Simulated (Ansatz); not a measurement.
**Te: pressure against volume, fitted**

```yaml
crystal:
  lattice:
    - [4.45800, 0.00000, 0.00000]
    - [-2.22900, 3.86074, 0.00000]
    - [0.00000, 0.00000, 5.92500]
  atoms:
    - { symbol: Te, position: [0.74500, 0.00000, 0.33333] }
    - { symbol: Te, position: [0.00000, 0.74500, 0.66667] }
    - { symbol: Te, position: [0.25500, 0.25500, 0.00000] }
```

Atoms are numbered in the order listed.

The cell is COD entry 1531230, as deposited and not checked against the literature; nothing was relaxed.

Spin–orbit coupling is left out, though it moves levels of the heavy atoms by tenths of an eV or more.

Method: DFT, LDA, all-electron LAPW, scalar-relativistic in Ansatz 0.2.0.

Settings: a Γ-centred 9×9×6 k mesh, Fermi–Dirac smearing of 0.08 eV, basis error target 0.5 meV/atom, no spin polarisation.

The cell is scaled evenly. Fractional coordinates are held (clamped ions).

| V (Å³/atom) | P (GPa) |
| --- | --- |
| 31.953 | 3.27 |
| 32.632 | 1.94 |
| 33.312 | 0.76 |
| 33.652 | 0.21 |
| 33.992 | -0.30 |
| 34.332 | -0.79 |
| 34.672 | -1.25 |
| 36.032 | -2.85 |

(1) Fit a third-order Birch–Murnaghan curve to the pressures.

(2) Predict the pressure at the withheld volume, 35.352 Å³/atom.

Results:

(1) P = (3B0/2)(y^(7/2) − y^(5/2))[1 + (3/4)(B0′ − 4)(y − 1)] with y = (V0/V)^(2/3) fits within 0.01 GPa for V0 = 33.790 Å³/atom, B0 = 51.4 GPa and B0′ = 4.59.

(2) There y = 0.9703, so the fit gives -2.09 GPa; the run gave -2.09 GPa.
